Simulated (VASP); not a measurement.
A run of VASP 6.6.1 is set up as follows.

Contents of POSCAR:

```
SnTe
1.0
    0.0000000000      3.1508500000      3.1508500000
    3.1508500000      0.0000000000      3.1508500000
    3.1508500000      3.1508500000      0.0000000000
Sn Te
1 1
Direct
    0.0000000000      0.0000000000      0.0000000000
    0.5000000000      0.5000000000      0.5000000000
```

File INCAR.step1:

```
SYSTEM = SnTe
PREC = Accurate
ENCUT = 520
ISMEAR = 1
SIGMA = 0.02
LREAL = .False.
LASPH = .True.
NELM = 100
NBANDS = 17
GGA = PE
ALGO = Normal
EDIFF = 1E-4
LWAVE = .True.
LCHARG = .False.
```

INCAR.step2

```
SYSTEM = SnTe
PREC = Accurate
ENCUT = 520
EDIFF = 1E-6
ISMEAR = 1
SIGMA = 0.02
LREAL = .False.
LASPH = .True.
NELM = 100
ALGO = Normal
ISIF = 2
LWAVE = .False.
LCHARG = .True.
METAGGA = R2SCAN
LMIXTAU = .True.
LELF = .True.
LVHAR = .True.
NBANDS = 17
ISTART = 1
```

KPOINTS

```
regular mesh
0
Gamma
  6 6 6
  0 0 0
```

Potentials or basis: VASP PAW PBE potentials, release 64 (Sn_d, Te).

Run with:

```sh
$ cat potpaw_PBE.64/Sn_d/POTCAR potpaw_PBE.64/Te/POTCAR > POTCAR
$ cp INCAR.step1 INCAR
$ mpirun -np 1 vasp_std > vasp.out
$ cp INCAR.step2 INCAR
$ mpirun -np 1 vasp_std > vasp.out
```

What does it give for the band gap on the k mesh?

0.03 eV, direct.

Predict the pressure.

1.8 GPa.

Caveat: the PAW data sets were made with another functional, which shifts forces and pressure a little; spin-orbit coupling is left out, which moves the levels of the heavy elements.

**Experimental background.**

A printed reference work, textbook reports, for a bulk crystal of SnTe at 300 K: band gap 0.18 eV (direct).

Against the measured gap of SnTe, 0.18 eV (direct; 300 K; a printed reference work, textbook), the calculated 0.03 eV is off by -0.15 eV. Spin-orbit coupling on Sn, Te is left out. The value is that of r2SCAN on a finite k mesh, which can miss the band edges, without temperature or zero-point motion.
